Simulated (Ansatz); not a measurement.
## CoSi: do energies and stresses tell the same story?

Theory: DFT PBE, scalar-relativistic, plane waves, PAW in Ansatz.

Settings: cutoff 420 eV, Γ-centred mesh 8×8×8 on the computed 8-atom cell, Gaussian smearing of 0.10 eV; no spin polarisation.

Relaxed cell: P2_13, a = 4.431 Å, b = 4.431 Å, c = 4.431 Å, α = 90.00°, β = 90.00°, γ = 90.00°, 8 atoms in the primitive cell.

Energies at zero smearing and pressures from the stress tensor, at volumes with shape and atoms relaxed:
```json
{"V (Å³/atom)": "9.569", "E − E(first) (meV/atom)": "0.00", "P (GPa)": "37.78"}
{"V (Å³/atom)": "9.895", "E − E(first) (meV/atom)": "-64.36", "P (GPa)": "25.80"}
{"V (Å³/atom)": "10.221", "E − E(first) (meV/atom)": "-106.26", "P (GPa)": "15.68"}
{"V (Å³/atom)": "10.547", "E − E(first) (meV/atom)": "-129.22", "P (GPa)": "7.15"}
{"V (Å³/atom)": "10.874", "E − E(first) (meV/atom)": "-136.21", "P (GPa)": "-0.03"}
{"V (Å³/atom)": "11.200", "E − E(first) (meV/atom)": "-129.80", "P (GPa)": "-6.05"}
{"V (Å³/atom)": "11.526", "E − E(first) (meV/atom)": "-112.21", "P (GPa)": "-11.01"}
{"V (Å³/atom)": "11.961", "E − E(first) (meV/atom)": "-74.85", "P (GPa)": "-16.17"}
```

Task: Check P = −dE/dV between neighbouring volumes, and get the bulk modulus from the pressures alone.

Result: With 1 eV/Å³ = 160.2 GPa:
```json
{"middle V (Å³/atom)": "9.732", "−ΔE/ΔV (GPa)": "31.608", "mean P (GPa)": "31.788"}
{"middle V (Å³/atom)": "10.058", "−ΔE/ΔV (GPa)": "20.581", "mean P (GPa)": "20.738"}
{"middle V (Å³/atom)": "10.384", "−ΔE/ΔV (GPa)": "11.277", "mean P (GPa)": "11.413"}
{"middle V (Å³/atom)": "10.710", "−ΔE/ΔV (GPa)": "3.436", "mean P (GPa)": "3.557"}
{"middle V (Å³/atom)": "11.037", "−ΔE/ΔV (GPa)": "-3.149", "mean P (GPa)": "-3.039"}
{"middle V (Å³/atom)": "11.363", "−ΔE/ΔV (GPa)": "-8.643", "mean P (GPa)": "-8.530"}
{"middle V (Å³/atom)": "11.743", "−ΔE/ΔV (GPa)": "-13.760", "mean P (GPa)": "-13.592"}
```

The two differ by 0.18 GPa at most. The mean of two end pressures misses the average over a step by about ΔV² P″/12, up to 0.17 GPa here; with that taken off 0.03 GPa remains. The stress is the derivative of the free energy, not of the energy at zero smearing, and with free energies 0.01 GPa remains. Around V = 10.874 Å³/atom, the two neighbours give B = −V ΔP/ΔV = 10.874 × 13.19 / 0.652 = 219.9 GPa, against B0 = 217.4 GPa from the Birch–Murnaghan fit of the energies.

A ferromagnetic start lost its moments in a first run, so spin was left out; other magnetic orders weren't tried.

Energies and stresses do tell the same story: once curvature and smearing are accounted for, the mismatch falls to 0.01 GPa. This leaves little room for a Pulay stress from the finite plane-wave basis, which would shift the pressures without a matching change in the energy slope.

The pressure curve steepens steadily on compression, which is why the mean of two end pressures lies above the energy slope in every interval. Physically, short-range repulsion between overlapping shells grows faster than the bonding gained from Co 3d–Si 3p hybridisation, while stretching weakens both. The same covalent and metallic d bonding probably accounts for the high stiffness. The small gap between 219.9 and 217.4 GPa needs no physical cause, as a finite difference across a curve that flattens with volume tends to overestimate the local slope, which probably explains part of it.

An error of the functional would enter energy and stress alike, so their agreement says nothing about how close the bulk modulus is to that of real CoSi.
